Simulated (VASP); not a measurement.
# ZnH (Pm-3m) in VASP: reference runs

Aim: a first look at ZnH with PBE, on the cell as given.

Program: VASP 6.6.1. These are calculated values, not measurements. Logs are shortened: lines on timing, memory, paths and dates and some standing lists are left out, and cuts for length are marked.

## 1. Starting point

The structure is cubic, space group Pm-3m (No. 221). The conventional cell has a = 2.704 Å, b = 2.704 Å, c = 2.704 Å, α = 90.00°, β = 90.00°, γ = 90.00°. Zn (site symmetry m-3m) is surrounded by 8 H at 2.34 Å. H (site symmetry m-3m) is surrounded by 8 Zn at 2.34 Å.

The cell was built by a generator and needn't be a form met in nature.

## 2. Single point, PBE

The input, INCAR:

```
SYSTEM = ZnH
PREC = Accurate
ENCUT = 520
EDIFF = 1E-7
ISMEAR = -1
SIGMA = 0.05
LREAL = .False.
LASPH = .True.
NELM = 100
ALGO = Normal
ISIF = 2
LWAVE = .False.
LCHARG = .False.
GGA = PE
NBANDS = 14
```

The input, KPOINTS:

```
regular mesh
0
Gamma
  10 10 10
  0 0 0
```

The input, POSCAR:

```
ZnH
1.0
    2.7042700000      0.0000000000      0.0000000000
    0.0000000000      2.7042700000      0.0000000000
    0.0000000000      0.0000000000      2.7042700000
Zn H
1 1
Direct
    0.5000000000      0.5000000000      0.5000000000
    0.0000000000      0.0000000000      0.0000000000
```

Potentials or basis: VASP PAW PBE potentials, release 64 (Zn, H).

Launch:

```console
cat potpaw_PBE.64/Zn/POTCAR potpaw_PBE.64/H/POTCAR > POTCAR
mpirun -np 1 vasp_std > vasp.out
```

OUTCAR:

```text
SYSTEM = ZnH
   PREC = Accurate
   ENCUT = 520
   EDIFF = 1E-7
   ISMEAR = -1
   LREAL = .False.
   LASPH = .True.
   NELM = 100
   ISIF = 2
   GGA = PE

 ion  position               nearest neighbor table
   1  0.500  0.500  0.500-
   2  0.000  0.000  0.000-

  LATTYP: Found a simple cubic cell.
 ALAT       =     2.7042700000

  Lattice vectors:

 A1 = (   2.7042700000,   0.0000000000,   0.0000000000)
 A2 = (   0.0000000000,   2.7042700000,   0.0000000000)
 A3 = (   0.0000000000,   0.0000000000,   2.7042700000)

Analysis of symmetry for initial positions (statically):
=====================================================================
 Subroutine PRICEL returns:
 Original cell was already a primitive cell.

 Routine SETGRP: Setting up the symmetry group for a
 simple cubic supercell.

 Subroutine GETGRP returns: Found 48 space group operations
 (whereof 48 operations were pure point group operations)
 out of a pool of 48 trial point group operations.

The static configuration has the point symmetry O_h .

Analysis of symmetry for dynamics (positions and initial velocities):
=====================================================================
 Subroutine PRICEL returns:
 Original cell was already a primitive cell.

 Routine SETGRP: Setting up the symmetry group for a
 simple cubic supercell.

 Subroutine GETGRP returns: Found 48 space group operations
 (whereof 48 operations were pure point group operations)
 out of a pool of 48 trial point group operations.

The dynamic configuration has the point symmetry O_h .

 Subroutine INISYM returns: Found 48 space group operations
 (whereof 48 operations are pure point group operations),
 and found     1 'primitive' translations

----------------------------------------------------------------------------------------

                                     Primitive cell

  volume of cell :      19.7765

  direct lattice vectors                    reciprocal lattice vectors
     2.704270000  0.000000000  0.000000000     0.369785561  0.000000000  0.000000000
     0.000000000  2.704270000  0.000000000     0.000000000  0.369785561  0.000000000
     0.000000000  0.000000000  2.704270000     0.000000000  0.000000000  0.369785561

  length of vectors
     2.704270000  2.704270000  2.704270000     0.369785561  0.369785561  0.369785561

  position of ions in fractional coordinates (direct lattice)
     0.500000000  0.500000000  0.500000000
     0.000000000  0.000000000  0.000000000

  ion indices of the primitive-cell ions
   primitive index   ion index
                 1           1
                 2           2

----------------------------------------------------------------------------------------

 KPOINTS: regular mesh

Automatic generation of k-mesh.
 Grid dimensions read from file:
 generate k-points for:   10   10   10

 Generating k-lattice:

  Cartesian coordinates                     Fractional coordinates (reciprocal lattice)
     0.036978556  0.000000000  0.000000000     0.100000000  0.000000000  0.000000000
     0.000000000  0.036978556  0.000000000     0.000000000  0.100000000  0.000000000
     0.000000000  0.000000000  0.036978556     0.000000000  0.000000000  0.100000000

  Length of vectors
     0.036978556  0.036978556  0.036978556

  Shift w.r.t. Gamma in fractional coordinates (k-lattice)
     0.000000000  0.000000000  0.000000000

 Subroutine IBZKPT returns following result:
 ===========================================

 Found     56 irreducible k-points:

 Following reciprocal coordinates:
            Coordinates               Weight
  0.000000  0.000000  0.000000      1.000000
  0.100000  0.000000  0.000000      6.000000
  0.200000  0.000000  0.000000      6.000000
  0.300000  0.000000  0.000000      6.000000
  0.400000  0.000000  0.000000      6.000000
  0.500000  0.000000  0.000000      3.000000
[... 16 lines left out ...]
  0.200000  0.100000  0.100000     24.000000
  0.300000  0.100000  0.100000     24.000000
 [... further k-points ...]
   k-points           NKPTS =     56   k-points in BZ     NKDIM =     56   number of bands    NBANDS=     14
   number of dos      NEDOS =    301   number of ions     NIONS =      2
   total plane-waves  NPLWV =   8000
   dimension x,y,z NGX =    20 NGY =   20 NGZ =   20
   dimension x,y,z NGXF=    40 NGYF=   40 NGZF=   40
   ions per type =               1   1
   NGX,Y,Z   is equivalent  to a cutoff of  12.30, 12.30, 12.30 a.u.
   NGXF,Y,Z  is equivalent  to a cutoff of  24.59, 24.59, 24.59 a.u.
 SYSTEM =  ZnH
   PREC   = accura    normal or accurate (medium, high low for compatibility)
   ISTART =      0    job   : 0-new  1-cont  2-samecut
   ICHARG =      2    charge: 1-file 2-atom 10-const
   ISPIN  =      1    spin polarized calculation?
   LNONCOLLINEAR =      F non collinear calculations
   LSORBIT =      F    spin-orbit coupling
   LASPH  =      T    aspherical Exc in radial PAW
   ENCUT  =  520.0 eV  38.22 Ry    6.18 a.u.   5.03  5.03  5.03*2*pi/ulx,y,z
   NELM   =    100;   NELMIN=  2; NELMDL= -5     # of ELM steps
   EDIFF  = 0.1E-06   stopping-criterion for ELM
   LREAL  =      F    real-space projection
   EDIFFG = 0.1E-05   stopping-criterion for IOM
   NSW    =      0    number of steps for IOM
   IBRION =     -1    ionic relax: 0-MD 1-quasi-New 2-CG
   NFREE  =      0    steps in history (QN), initial steepest desc. (CG)
   ISIF   =      2    stress and relaxation
   ISYM   =      2    0-nonsym 1-usesym 2-fastsym
   POTIM  = 0.5000    time-step for ionic-motion
   TEBEG  =    0.0;   TEEND  =   0.0 temperature during run
   PSTRESS=    0.0 pullay stress
   NELECT =      13.0000    total number of electrons
   NUPDOWN=      -1.0000    fix difference up-down
   EMIN   =  10.00;   EMAX   =-10.00  energy-range for DOS
   EFERMI =   0.00;   METHOD = LEGACY
   ISMEAR =    -1;   SIGMA  =   0.05  broadening in eV -4-tet -1-fermi 0-gaus
   EFERMI_NEDOS =   21; number of points for ismear=-14 and -15
   IALGO  =     38    algorithm
   IMIX   =      4    mixing-type and parameters
     AMIX     =   0.40;   BMIX     =  1.00
     AMIX_MAG =   1.60;   BMIX_MAG =  1.00
  volume/ion in A,a.u.               =       9.89        66.73
  Fermi-wavevector in a.u.,A,eV,Ry     =   1.423440  2.689912 27.567880  2.026182
  Thomas-Fermi vector in A             =   2.544038
   LORBIT       =      0    0 simple, 1 ext, 2 COOP (PROOUT), +10 PAW based schemes
   GGA     = PE    functional components
   LHFCALC =     F    Hartree Fock is set to
   AEXX    =    0.0000 exact exchange contribution
   IVDW    =     0    specifies the selected vdW correction
   LEPSILON=     F    determine dielectric tensor
   LRPA    =     F    only Hartree local field effects (RPA)
 non-spin polarized calculation
  energy-cutoff  :      520.00
  volume of cell :       19.78
 maximum number of plane-waves:       554
   NGX = 11   NGY = 11   NGZ = 11

 number of electron      13.0000012 magnetization

 Free energy of the ion-electron system (eV)
  ---------------------------------------------------
  ext. energy  EPLUGINS =         0.00000000
  ---------------------------------------------------
  free energy    TOTEN  =        -3.19233876 eV

  energy without entropy =       -3.18924320  energy(sigma->0) =       -3.19079098

 E-fermi :   2.5093     XC(G=0): -11.0585

 val. band max:        2.4929974290   @ k =   0.3000   0.1000   0.0000
 cond. band min:       2.5944049103   @ k =   0.4000   0.4000   0.0000
 fundamental gap:      0.1014074813
 Fermi energy:         2.5092848000

 k-point     1 :       0.0000    0.0000    0.0000
  band No.  band energies     occupation
      1      -8.4179      2.00000
      2      -5.4341      2.00000
      3      -5.4341      2.00000
      4      -4.4297      2.00000
      5      -4.4297      2.00000
      6      -4.4297      2.00000
      7       8.4470      0.00000
      8      12.5569      0.00000
      9      12.5569      0.00000
     10      12.5569      0.00000
     11      15.9663      0.00000
     12      15.9663      0.00000
     13      33.0916      0.00000
     14      33.0924      0.00000

 k-point     2 :       0.1000    0.0000    0.0000
  band No.  band energies     occupation
      1      -8.2135      2.00000
      2      -5.4233      2.00000
      3      -5.3836      2.00000
      4      -4.4601      2.00000
      5      -4.4601      2.00000
      6      -4.4271      2.00000
      7       7.4492      0.00000
      8      11.5880      0.00000
      9      12.8038      0.00000
     10      12.8038      0.00000
     11      16.1242      0.00000
     12      18.3184      0.00000
     13      30.3205      0.00000
     14      30.3205      0.00000

 k-point     3 :       0.2000    0.0000    0.0000
  band No.  band energies     occupation
      1      -7.6127      2.00000
      2      -5.3951      2.00000
      3      -5.2441      2.00000
      4      -4.5386      2.00000
      5      -4.5386      2.00000
      6      -4.4203      2.00000
      7       4.9918      0.00000
      8      11.1798      0.00000
      9      13.5295      0.00000
     10      13.5295      0.00000
     11      16.6025      0.00000
     12      22.2126      0.00000
     13      26.9264      0.00000
     14      26.9264      0.00000
[... 324 lines left out ...]
 k-point    23 :       0.2000    0.1000    0.1000
  band No.  band energies     occupation
      1      -7.2321      2.00000
      2      -5.3130      2.00000
      3      -5.1986      2.00000
      4      -4.5694      2.00000
      5      -4.5397      2.00000
      6      -4.4768      2.00000
      7       5.1743      0.00000
      8       9.1911      0.00000
      9      11.0443      0.00000
     10      15.8225      0.00000
     11      19.7782      0.00000
     12      22.5789      0.00000
     13      23.5772      0.00000
     14      24.6773      0.00000

 k-point    24 :       0.3000    0.1000    0.1000
  band No.  band energies     occupation
      1      -6.3616      2.00000
      2      -5.2775      2.00000
      3      -5.0295      2.00000
      4      -4.6714      2.00000
      5      -4.5161      2.00000
      6      -4.4595      2.00000
      7       2.6670      0.08182
      8       9.3989      0.00000
      9      12.1195      0.00000
     10      16.1095      0.00000
     11      20.1725      0.00000
     12      21.1595      0.00000
     13      22.1836      0.00000
     14      27.0761      0.00000

 [... further k-points ...]

------------------------ aborting loop because EDIFF is reached ----------------------------------------

  FORCE on cell =-STRESS in cart. coord.  units (eV):
  Direction    XX          YY          ZZ          XY          YZ          ZX
  --------------------------------------------------------------------------------------
  -------------------------------------------------------------------------------------
  Total        0.0177099      0.0177099      0.0177099      0.0000000      0.0000000      0.0000000
  in kB        1.4347533      1.4347533      1.4347533      0.0000000      0.0000000      0.0000000
  external PRESSURE =       1.4347533 kB  Pullay stress =       0.0000000 kB

 VOLUME and BASIS-vectors are now :
 -----------------------------------------------------------------------------
  energy-cutoff  :      520.00
  volume of cell :       19.78
      direct lattice vectors                 reciprocal lattice vectors
     2.704270000  0.000000000  0.000000000     0.369785561  0.000000000  0.000000000
     0.000000000  2.704270000  0.000000000     0.000000000  0.369785561  0.000000000
     0.000000000  0.000000000  2.704270000     0.000000000  0.000000000  0.369785561

 POSITION                                       TOTAL-FORCE (eV/Angst)
 -----------------------------------------------------------------------------------
      1.35214      1.35214      1.35214         0.000000      0.000000      0.000000
      0.00000      0.00000      0.00000         0.000000      0.000000      0.000000
 -----------------------------------------------------------------------------------
    total drift:                               -0.000000      0.000000     -0.000000

  FREE ENERGIE OF THE ION-ELECTRON SYSTEM (eV)
  ---------------------------------------------------
  free  energy   TOTEN  =        -3.1923387607 eV

  energy  without entropy=       -3.1892432022  energy(sigma->0) =       -3.19079098
```

Run time: 6.3 s. Hardware: 1 thread of Intel Xeon Platinum 8488C (Sapphire Rapids), shared host; peak memory 0.13 GiB.

Results:

| Item | Value |
| --- | --- |
| Free energy | -3.1923 eV |
| Pressure | 0.1 GPa |
| Band gap on the k mesh | none (metal or under the smearing width) |

Levels at points of the mesh, in eV from the Fermi level:
```
           k point  band 3  band 4  band 5  band 6  band 7  band 8  band 9  band 10
(0.00, 0.00, 0.00)   -7.94   -6.94   -6.94   -6.94    5.94   10.05   10.05    10.05
(0.50, 0.00, 0.00)   -7.25   -7.25   -6.91   -6.60   -3.74    8.97   14.79    14.79
(0.50, 0.50, 0.00)   -7.19   -7.19   -6.70   -1.65    0.21    0.21    1.42    17.48
(0.50, 0.50, 0.50)   -7.77   -6.68   -6.68   -0.82    4.51    4.51    4.51     7.78
```
